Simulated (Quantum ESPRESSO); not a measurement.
# Yb (Fm-3m) in Quantum ESPRESSO: settings compared

One crystal, Yb, is run at these levels: vdW-DF-C09+U, LDA+rVV10+U; tasks: real-space fields, projected density of states.

Everything below comes from runs of Quantum ESPRESSO 7.5. Logs are shortened: lines on timing, memory, paths and dates and some standing lists are left out, and cuts for length are marked.

### 1 Starting point

It takes space group Fm-3m (No. 225, cubic). The conventional cell has a = 5.486 Å, b = 5.486 Å, c = 5.486 Å, α = 90.00°, β = 90.00°, γ = 90.00°. Around Yb (site symmetry m-3m) lie 12 Yb at 3.88 Å.

### 2 Real-space fields, vdW-DF-C09+U, collinear spin, ferromagnetic start

pw.in

```
&CONTROL
  calculation = 'scf'
  prefix = 'pwscf'
  outdir = './tmp'
  pseudo_dir = './pseudo'
  tprnfor = .true.
  tstress = .true.
  disk_io = 'low'
/
&SYSTEM
  ibrav = 0
  nat = 1
  ntyp = 1
  ecutwfc = 50
  ecutrho = 300
  nbnd = 22
  input_dft = 'vdw-df-c09'
  occupations = 'smearing'
  smearing = 'mp'
  degauss = 0.00734986
  nspin = 2
  starting_magnetization(1) = 0.0417
/
&ELECTRONS
  conv_thr = 2d-10
  electron_maxstep = 120
  mixing_beta = 0.3
/
ATOMIC_SPECIES
Yb   173.0540 Yb.GGA_PBE-JTH.UPF
CELL_PARAMETERS angstrom
   0.0000000000    2.7431000000    2.7431000000
   2.7431000000    0.0000000000    2.7431000000
   2.7431000000    2.7431000000    0.0000000000
ATOMIC_POSITIONS angstrom
Yb     0.0000000000    0.0000000000    0.0000000000
K_POINTS automatic
8 8 8 0 0 0
HUBBARD {ortho-atomic}
U Yb-4f 6.0
```

pp_density.in

```
&INPUTPP
  prefix = 'pwscf'
  outdir = './tmp'
  filplot = 'density.dat'
  plot_num = 0
/
&PLOT
  nfile = 1
  filepp(1) = 'density.dat'
  iflag = 3
  output_format = 6
  fileout = 'density.cube'
/
```

pp_potential.in

```
&INPUTPP
  prefix = 'pwscf'
  outdir = './tmp'
  filplot = 'potential.dat'
  plot_num = 11
/
&PLOT
  nfile = 1
  filepp(1) = 'potential.dat'
  iflag = 3
  output_format = 6
  fileout = 'potential.cube'
/
```

pp_spin.in

```
&INPUTPP
  prefix = 'pwscf'
  outdir = './tmp'
  filplot = 'spin.dat'
  plot_num = 6
/
&PLOT
  nfile = 1
  filepp(1) = 'spin.dat'
  iflag = 3
  output_format = 6
  fileout = 'spin.cube'
/
```

Potentials or basis: JTH 2.0 PBE.

On the command line:

```console
$ OMP_NUM_THREADS=1 pw.x -in pw.in > pw.out
$ OMP_NUM_THREADS=1 pp.x -in pp_density.in > pp_density.out
$ OMP_NUM_THREADS=1 pp.x -in pp_potential.in > pp_potential.out
$ OMP_NUM_THREADS=1 pp.x -in pp_spin.in > pp_spin.out
```

pw.out:

```text
This program is part of the open-source Quantum ESPRESSO suite
     for quantum simulation of materials; please cite
         "P. Giannozzi et al., J. Phys.:Condens. Matter 21 395502 (2009);
         "P. Giannozzi et al., J. Phys.:Condens. Matter 29 465901 (2017);
         "P. Giannozzi et al., J. Chem. Phys. 152 154105 (2020);
     in publications or presentations arising from this work. More details at

     file Yb.GGA_PBE-JTH.UPF: wavefunction(s)  5S 6S 5P 0P 5D 0D 4F 0F renormalized

     IMPORTANT: XC functional enforced from input :
     Exchange-correlation= VDW-DF-C09
                           (   1   4  16   0   1   0   0)
     Any further DFT definition will be discarded
     Please, verify this is what you really want

     Message from routine setup:
     using ibrav=0 with symmetry is DISCOURAGED, use correct ibrav instead

     G-vector sticks info
     --------------------
     sticks:   dense  smooth     PW     G-vecs:    dense   smooth      PW
     Sum        1111     745    223                24357    13371    2229

     Using Slab Decomposition

     bravais-lattice index     =            0
     lattice parameter (alat)  =       7.3309  a.u.
     unit-cell volume          =     278.5810 (a.u.)^3
     number of atoms/cell      =            1
     number of atomic types    =            1
     number of electrons       =        24.00
     number of Kohn-Sham states=           22
     kinetic-energy cutoff     =      50.0000  Ry
     charge density cutoff     =     300.0000  Ry
     scf convergence threshold =      2.0E-10
     mixing beta               =       0.3000
     number of iterations used =            8  plain     mixing
     Exchange-correlation= VDW-DF-C09
                           (   1   4  16   0   1   0   0)
     Hubbard projectors: ortho-atomic
     Hubbard parameters of DFT+U (Dudarev formulation) in eV:
     U(Yb-4f) =  6.0000

     Internal variables: lda_plus_u =T, lda_plus_u_kind = 0

     Internal variables: orbital_resolved =F, hub_pot_fix =F, apply_U = F

     celldm(1)=   7.330870  celldm(2)=   0.000000  celldm(3)=   0.000000
     celldm(4)=   0.000000  celldm(5)=   0.000000  celldm(6)=   0.000000

     crystal axes: (cart. coord. in units of alat)
               a(1) = (   0.000000   0.707107   0.707107 )
               a(2) = (   0.707107   0.000000   0.707107 )
               a(3) = (   0.707107   0.707107   0.000000 )

     reciprocal axes: (cart. coord. in units 2 pi/alat)
               b(1) = ( -0.707107  0.707107  0.707107 )
               b(2) = (  0.707107 -0.707107  0.707107 )
               b(3) = (  0.707107  0.707107 -0.707107 )

     PseudoPot. # 1 for Yb read from file:
     Yb.GGA_PBE-JTH.UPF
     Pseudo is Projector augmented-wave + core cor, Zval = 24.0
     Generated using ATOMPAW code
     Shape of augmentation charge: SINC**2
     Using radial grid of 1117 points,  8 beta functions with:
                l(1) =   0
                l(2) =   0
                l(3) =   1
                l(4) =   1
                l(5) =   2
                l(6) =   2
                l(7) =   3
                l(8) =   3
     Q(r) pseudized with 0 coefficients

     atomic species   valence    mass     pseudopotential
     Yb               24.00   173.05400     Yb( 1.00)

     Starting magnetic structure
     atomic species   magnetization
     Yb              0.042

     48 Sym. Ops., with inversion, found

   Cartesian axes

     site n.     atom                  positions (alat units)
         1        Yb     tau(   1) = (   0.0000000   0.0000000   0.0000000  )

     number of k points=    29  Methfessel-Paxton smearing, width (Ry)=  0.0073
                       cart. coord. in units 2pi/alat
        k(    1) = (   0.0000000   0.0000000   0.0000000), wk =   0.0019531
        k(    2) = (   0.0883883   0.0883883  -0.0883883), wk =   0.0156250
        k(    3) = (   0.1767767   0.1767767  -0.1767767), wk =   0.0156250
        k(    4) = (   0.2651650   0.2651650  -0.2651650), wk =   0.0156250
        k(    5) = (  -0.3535534  -0.3535534   0.3535534), wk =   0.0078125
        k(    6) = (   0.1767767   0.0000000   0.0000000), wk =   0.0117188
[... 21 lines left out ...]
        k(   28) = (  -0.7071068   0.1767767  -0.0000000), wk =   0.0234375
        k(   29) = (  -0.7071068   0.3535534   0.0000000), wk =   0.0117188

     Dense  grid:    24357 G-vectors     FFT dimensions: (  45,  45,  45)

     Smooth grid:    13371 G-vectors     FFT dimensions: (  36,  36,  36)

     Generating pointlists ...
     new r_m :   0.4125 (alat units)  3.0240 (a.u.) for type    1

     Initial potential from superposition of free atoms

     starting charge      23.9960, renormalised to      24.0000

     %%%%%%%%%%%%%%%%%%%%%%%%%%%%%%%%%%%%%%%%%%%%%%%%%%%%%%%%%%%%%%%%%%%%%%%%
     %                                                                      %
     % You are using vdW-DF, which was implemented by the Thonhauser group. %
     % Please cite the following two papers that made this development      %
     % possible and the two reviews that describe the various versions:     %
     %                                                                      %
     %   T. Thonhauser et al., PRL 115, 136402 (2015).                      %
[... 60 lines left out ...]
       0.000  0.000  0.000  0.000  1.000  0.000  0.000
       0.000  0.000  0.000  0.000  0.000  1.000  0.000
       0.000  0.000  0.000  0.000  0.000  0.000  1.000
     occupation matrix ns (before diag.):
       0.857  0.000  0.000  0.000  0.000  0.000  0.000
       0.000  0.857  0.000  0.000  0.000  0.000  0.000
       0.000  0.000  0.857  0.000  0.000  0.000  0.000
       0.000  0.000  0.000  0.857  0.000  0.000  0.000
       0.000  0.000  0.000  0.000  0.857  0.000  0.000
       0.000  0.000  0.000  0.000  0.000  0.857  0.000
       0.000  0.000  0.000  0.000  0.000  0.000  0.857

     Number of occupied Hubbard levels =   13.0000

     Atomic wfc used for Hubbard projectors are orthogonalized

     Starting wfcs are   32 randomized atomic wfcs

     Self-consistent Calculation

     iteration #  1     ecut=    50.00 Ry     beta= 0.30
     Davidson diagonalization with overlap
     ethr =  1.00E-02,  avg # of iterations =  9.4

     =================== HUBBARD OCCUPATIONS ===================
     ------------------------ ATOM    1 ------------------------
     Tr[ns(  1)] (up, down, total) =   5.62094  5.56636 11.18730
     Atomic magnetic moment for atom   1 =   0.05458
     SPIN  1
     eigenvalues:
       0.802  0.802  0.802  0.802  0.802  0.802  0.809
     eigenvectors (columns):
      -0.000  0.000  0.000  0.196 -0.900  0.389  0.000
      -0.760 -0.181  0.121  0.573  0.032 -0.215 -0.000
      -0.125  0.722  0.296  0.181  0.265  0.522  0.000
      -0.226  0.336 -0.914  0.000  0.000 -0.000  0.000
[... 18 lines left out ...]
      -0.557  0.664  0.499  0.000  0.000  0.000  0.000
      -0.000  0.000  0.000 -0.000 -0.000  0.000 -1.000
      -0.429 -0.427  0.090 -0.751 -0.033  0.243  0.000
       0.273 -0.165  0.523  0.198  0.382  0.663  0.000
     occupation matrix ns (before diag.):
       0.796 -0.000  0.000  0.000 -0.000  0.000  0.000
      -0.000  0.793 -0.000  0.000  0.000 -0.002 -0.000
       0.000 -0.000  0.793 -0.000 -0.000  0.000  0.002
       0.000  0.000 -0.000  0.792 -0.000 -0.000  0.000
      -0.000  0.000 -0.000 -0.000  0.803 -0.000 -0.000
       0.000 -0.002  0.000 -0.000 -0.000  0.794  0.000
       0.000 -0.000  0.002  0.000 -0.000  0.000  0.794

     Number of occupied Hubbard levels =   11.1873

     Threshold (ethr) on eigenvalues was too large:
     Diagonalizing with lowered threshold

     Davidson diagonalization with overlap
     ethr =  4.60E-04,  avg # of iterations =  3.0

     total energy              =   -1003.48731714 Ry
     estimated scf accuracy    <       0.11554032 Ry
[... 94 lines left out ...]
     iteration # 11     ecut=    50.00 Ry     beta= 0.30
     Davidson diagonalization with overlap
     ethr =  3.88E-08,  avg # of iterations =  2.0
     Minimization algorithm failed to find Fermi energy: reverting to bisection
     Possible cause: smearing is larger than the electronic band-gap.

     total energy              =   -1003.54248449 Ry
     estimated scf accuracy    <       0.00000109 Ry

     total magnetization       =     0.00 Bohr mag/cell
     absolute magnetization    =     0.00 Bohr mag/cell
[... 31 lines left out ...]
     iteration # 15     ecut=    50.00 Ry     beta= 0.30
     Davidson diagonalization with overlap
     ethr =  1.52E-10,  avg # of iterations =  1.9
     Minimization algorithm failed to find Fermi energy: reverting to bisection
     Possible cause: smearing is larger than the electronic band-gap.

     total energy              =   -1003.54248480 Ry
     estimated scf accuracy    <          1.5E-09 Ry

     total magnetization       =     0.00 Bohr mag/cell
     absolute magnetization    =     0.00 Bohr mag/cell
[... 61 lines left out ...]
     iteration # 22     ecut=    50.00 Ry     beta= 0.30
     Davidson diagonalization with overlap
     ethr =  1.03E-12,  avg # of iterations =  2.0

     Magnetic moment per site  (integrated on atomic sphere of radius R)
     atom   1 (R=0.413)  charge= 22.9442  magn=  0.0000

     End of self-consistent calculation

     =================== HUBBARD OCCUPATIONS ===================
     ------------------------ ATOM    1 ------------------------
     Tr[ns(  1)] (up, down, total) =   5.68930  5.68930 11.37861
     Atomic magnetic moment for atom   1 =   0.00000
     SPIN  1
     eigenvalues:
       0.812  0.812  0.812  0.812  0.814  0.814  0.814
     eigenvectors (columns):
       0.045 -0.779 -0.626 -0.000 -0.000  0.000 -0.000
      -0.551 -0.186  0.191  0.000  0.173  0.121 -0.762
      -0.265  0.337 -0.437 -0.000  0.364 -0.701 -0.029
       0.000  0.000 -0.000  0.000  0.860  0.436  0.264
       0.000  0.000 -0.000  1.000 -0.000 -0.000 -0.000
       0.712  0.240 -0.247 -0.000  0.134  0.094 -0.590
      -0.342  0.434 -0.565 -0.000 -0.282  0.543  0.022
     occupation matrix ns (before diag.):
[... 14 lines left out ...]
      -0.000  0.000  0.000 -0.000  0.636  0.318  0.703
      -0.000  0.000  0.000 -1.000 -0.000 -0.000 -0.000
      -0.734 -0.036  0.292  0.000  0.143  0.483 -0.348
       0.281 -0.320  0.666  0.000 -0.451  0.321  0.262
     occupation matrix ns (before diag.):
       0.812 -0.000  0.000 -0.000 -0.000  0.000  0.000
      -0.000  0.813 -0.000  0.000  0.000  0.001 -0.000
       0.000 -0.000  0.813 -0.000 -0.000  0.000 -0.001
      -0.000  0.000 -0.000  0.814 -0.000 -0.000  0.000
      -0.000  0.000 -0.000 -0.000  0.812 -0.000 -0.000
       0.000  0.001  0.000 -0.000 -0.000  0.813  0.000
       0.000 -0.000 -0.001  0.000 -0.000  0.000  0.813

     Number of occupied Hubbard levels =   11.3786

 ------ SPIN UP ------------

          k = 0.0000 0.0000 0.0000 (  1687 PWs)   bands (ev):

   -40.8314 -13.1290 -13.1290 -13.1290   5.9225   9.1252   9.2538   9.2538
     9.2538   9.6258   9.6258   9.6258  13.5147  13.5147  13.5147  15.3553
    15.3553  19.9039  22.2587  22.2587  22.2587  23.8402
[... 153 lines left out ...]
   -40.8256 -13.2849 -13.2569 -13.1868   9.3552   9.3947   9.4523   9.4965
     9.5114   9.5735   9.6141  10.2547  11.4398  11.6461  14.0874  15.9812
    16.0275  18.4040  18.9850  21.2298  23.3371  25.4792

          k =-0.7071 0.1768-0.0000 (  1670 PWs)   bands (ev):

   -40.8229 -13.3158 -13.2278 -13.2105   9.3806   9.4849   9.5000   9.5355
     9.5425   9.5676   9.5963  10.2154  11.2122  12.0199  14.5742  16.8801
    17.1057  17.2824  17.6248  19.6776  23.9827  25.9859

          k =-0.7071 0.3536 0.0000 (  1648 PWs)   bands (ev):

   -40.8251 -13.2717 -13.2717 -13.2109   9.3901   9.3901   9.4666   9.5236
     9.5236   9.5687   9.5879  10.8486  11.5747  11.5747  13.1707  16.9084
    17.1093  17.5606  17.5606  20.5073  25.4974  26.0158

 ------ SPIN DOWN ----------

          k = 0.0000 0.0000 0.0000 (  1687 PWs)   bands (ev):

   -40.8314 -13.1290 -13.1290 -13.1290   5.9225   9.1252   9.2538   9.2538
     9.2538   9.6258   9.6258   9.6258  13.5147  13.5147  13.5147  15.3553
    15.3553  19.9039  22.2587  22.2587  22.2587  23.8402
[... 153 lines left out ...]
   -40.8256 -13.2849 -13.2569 -13.1868   9.3552   9.3947   9.4523   9.4965
     9.5114   9.5735   9.6141  10.2547  11.4398  11.6461  14.0874  15.9812
    16.0275  18.4040  18.9850  21.2298  23.3371  25.4792

          k =-0.7071 0.1768-0.0000 (  1670 PWs)   bands (ev):

   -40.8229 -13.3158 -13.2278 -13.2105   9.3806   9.4849   9.5000   9.5355
     9.5425   9.5676   9.5963  10.2154  11.2122  12.0199  14.5742  16.8801
    17.1057  17.2824  17.6248  19.6776  23.9828  25.9859

          k =-0.7071 0.3536 0.0000 (  1648 PWs)   bands (ev):

   -40.8251 -13.2717 -13.2717 -13.2109   9.3901   9.3901   9.4666   9.5236
     9.5236   9.5687   9.5879  10.8486  11.5747  11.5747  13.1707  16.9084
    17.1093  17.5607  17.5607  20.5073  25.4974  26.0158

     the Fermi energy is    10.8329 ev

!    total energy              =   -1003.54248480 Ry
     total all-electron energy =     -1003.542485 Ry
     estimated scf accuracy    <          2.0E-11 Ry
     smearing contrib. (-TS)   =      -0.00002051 Ry
     internal energy E=F+TS    =   -1003.54246429 Ry

     The total energy is F=E-TS. E is the sum of the following terms:
     one-electron contribution =    -419.98433577 Ry
     hartree contribution      =     144.37794508 Ry
     xc contribution           =     -34.36763227 Ry
     ewald contribution        =    -254.72892098 Ry
     Hubbard energy            =       0.46977507 Ry
     one-center paw contrib.   =    -439.30929541 Ry

     total magnetization       =     0.00 Bohr mag/cell
     absolute magnetization    =     0.00 Bohr mag/cell

     convergence has been achieved in  22 iterations

     Forces acting on atoms (cartesian axes, Ry/au):

     atom    1 type  1   force =     0.00000000    0.00000000    0.00000000

     Total force =     0.000000     Total SCF correction =     0.000000

     Computing stress (Cartesian axis) and pressure

          total   stress  (Ry/bohr**3)                   (kbar)     P=       10.23
   0.00006953   0.00000000   0.00000000           10.23        0.00        0.00
   0.00000000   0.00006953   0.00000000            0.00       10.23        0.00
   0.00000000   0.00000000   0.00006953            0.00        0.00       10.23

=------------------------------------------------------------------------------=
   JOB DONE.
=------------------------------------------------------------------------------=
```

Run time: 6.7 min. Hardware: 1 thread of Arm Neoverse V1, shared host; peak memory 0.33 GiB.

What came out:

```
Free energy                                           : -13653.8911 eV
Pressure                                              : 1.0 GPa
Band gap on the k mesh                                : none (metal or under the smearing width)
Net moment                                            : 0.00 μB per cell
Absolute moment                                       : 0.00 μB per cell
Valence electrons inside the program's atomic spheres : Yb 22.94
```

Levels at points of the mesh, in eV from the Fermi level:
Spin up:
```
             k point  band 8  band 9  band 10  band 11  band 12  band 13  band 14  band 15  band 16  band 17
  (0.00, 0.00, 0.00)   -1.58   -1.58    -1.21    -1.21    -1.21     2.68     2.68     2.68     4.52     4.52
 (0.00, 0.00, -0.50)   -1.48   -1.25    -1.19    -1.19    -1.18     0.12     2.49     2.49     5.87     5.87
(0.00, -0.50, -0.50)   -1.27   -1.24    -1.24    -1.21    -1.05     0.25     1.40     5.88     6.19     6.27
```
Spin down:
```csv
k point,band 10,band 11,band 12,band 13,band 14,band 15
"(0.00, 0.00, 0.00)",-1.21,-1.21,-1.21,2.68,2.68,2.68
"(0.00, 0.00, -0.50)",-1.19,-1.19,-1.18,0.12,2.49,2.49
"(0.00, -0.50, -0.50)",-1.24,-1.21,-1.05,0.25,1.40,5.88
```

Eigenvalues of the final occupation matrices:
```csv
site,spin,trace,eigenvalues
Yb 1 4f,1,5.69,0.81 0.81 0.81 0.81 0.81 0.81 0.81
Yb 1 4f,2,5.69,0.81 0.81 0.81 0.81 0.81 0.81 0.81
```

Caveat: the potentials were made for another functional, which shifts forces and pressure; spin-orbit coupling is left out, which moves the levels of the heavy elements.

### 3 Projected density of states, LDA+rVV10+U, collinear spin, ferromagnetic start

pw.in

```
&CONTROL
  calculation = 'scf'
  prefix = 'pwscf'
  outdir = './tmp'
  pseudo_dir = './pseudo'
  tprnfor = .true.
  tstress = .true.
  disk_io = 'low'
/
&SYSTEM
  ibrav = 0
  nat = 1
  ntyp = 1
  ecutwfc = 50
  ecutrho = 300
  nbnd = 22
  input_dft = 'sla+pw+nogx+nogc+vv10'
  occupations = 'smearing'
  smearing = 'fd'
  degauss = 0.00367493
  nspin = 2
  starting_magnetization(1) = 0.0417
/
&ELECTRONS
  conv_thr = 2d-10
  electron_maxstep = 120
  mixing_beta = 0.3
  diago_david_ndim = 4
/
ATOMIC_SPECIES
Yb   173.0540 Yb.LDA_PW-JTH.UPF
CELL_PARAMETERS bohr
   0.0000000000    5.1837077325    5.1837077325
   5.1837077325    0.0000000000    5.1837077325
   5.1837077325    5.1837077325    0.0000000000
ATOMIC_POSITIONS bohr
Yb     0.0000000000    0.0000000000    0.0000000000
K_POINTS automatic
2 2 2 0 0 0
HUBBARD {ortho-atomic}
U Yb-4f 6.0
```

pp_density.in is that of step 2.

pp_potential.in is that of step 2.

pp_spin.in is that of step 2.

nscf.in

```
&CONTROL
  calculation = 'nscf'
  prefix = 'pwscf'
  outdir = './tmp'
  pseudo_dir = './pseudo'
  disk_io = 'low'
/
&SYSTEM
  ibrav = 0
  nat = 1
  ntyp = 1
  ecutwfc = 50
  ecutrho = 300
  nbnd = 22
  input_dft = 'sla+pw+nogx+nogc+vv10'
  occupations = 'tetrahedra_opt'
  nspin = 2
  starting_magnetization(1) = 0.0417
/
&ELECTRONS
  conv_thr = 1d-08
  electron_maxstep = 120
  mixing_beta = 0.3
  diago_david_ndim = 4
/
ATOMIC_SPECIES
Yb   173.0540 Yb.LDA_PW-JTH.UPF
CELL_PARAMETERS bohr
   0.0000000000    5.1837077325    5.1837077325
   5.1837077325    0.0000000000    5.1837077325
   5.1837077325    5.1837077325    0.0000000000
ATOMIC_POSITIONS bohr
Yb     0.0000000000    0.0000000000    0.0000000000
K_POINTS automatic
3 3 3 0 0 0
HUBBARD {ortho-atomic}
U Yb-4f 6.0
```

projwfc.in

```
&PROJWFC
  prefix = 'pwscf'
  outdir = './tmp'
  filpdos = 'p'
  Emin = -4
  Emax = 21
  DeltaE = 0.05
/
```

Potentials or basis: JTH 2.0 LDA.

On the command line:

```console
$ OMP_NUM_THREADS=1 pw.x -in pw.in > pw.out
$ OMP_NUM_THREADS=1 pp.x -in pp_density.in > pp_density.out
$ OMP_NUM_THREADS=1 pp.x -in pp_potential.in > pp_potential.out
$ OMP_NUM_THREADS=1 pp.x -in pp_spin.in > pp_spin.out
$ OMP_NUM_THREADS=1 pw.x -in nscf.in > nscf.out
$ OMP_NUM_THREADS=1 projwfc.x -in projwfc.in > projwfc.out
```

Run time: 88 s. Hardware: 1 thread of Arm Neoverse V1, shared host; peak memory 0.29 GiB.

These settings aren't checked as converged (typed here: k = 2 × 2 × 2; diago_david_ndim = 4): the numbers below hold their error.

Results:

```
Free energy                                           : -13515.3843 eV
Pressure                                              : -3.3 GPa
Net moment                                            : 0.00 μB per cell
Absolute moment                                       : 0.00 μB per cell
Valence electrons inside the program's atomic spheres : Yb 23.03
```

Caveat: the k mesh is coarse (spacing up to 0.99 Å⁻¹), so the values aren't converged; rVV10's parameter b was fitted to another functional; the mesh shows a gap though the element is a metal; spin-orbit coupling is left out, which moves the levels of the heavy elements.
